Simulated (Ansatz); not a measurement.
Relaxed bulk Ag:

```cif
data_structure
_symmetry_space_group_name_H-M 'P6_3/mmc'
_symmetry_Int_Tables_number 194
_cell_length_a 2.9342
_cell_length_b 2.9342
_cell_length_c 4.7991
_cell_angle_alpha 90.000
_cell_angle_beta 90.000
_cell_angle_gamma 120.000
_cell_volume 35.78
loop_
_atom_site_label
_atom_site_type_symbol
_atom_site_symmetry_multiplicity
_atom_site_Wyckoff_symbol
_atom_site_fract_x
_atom_site_fract_y
_atom_site_fract_z
_atom_site_occupancy
Ag1 Ag 2 c 0.33333 0.66667 0.25000 1
```

Miller indices refer to the conventional cell of P6_3/mmc (No. 194), a = 2.934 Å, b = 2.934 Å, c = 4.799 Å, α = 90.00°, β = 90.00°, γ = 120.00°.

Theory: Ansatz, DFT PBE, scalar-relativistic, plane waves, PAW. Cutoff 420 eV, Gaussian smearing of 0.10 eV, no spin polarisation. A dipole correction acts along the normal.

A relaxed slab with low-index faces, about a nanometre thick, has these properties:

```json
{
 "Surface energy (mean of both faces)": "0.71 J/m²",
 "Work function": "4.48 eV"
}
```

Q: Which low-index plane was cut?

A: The (001) plane.

The reference crystal is a form of Ag, which isn't its usual structure.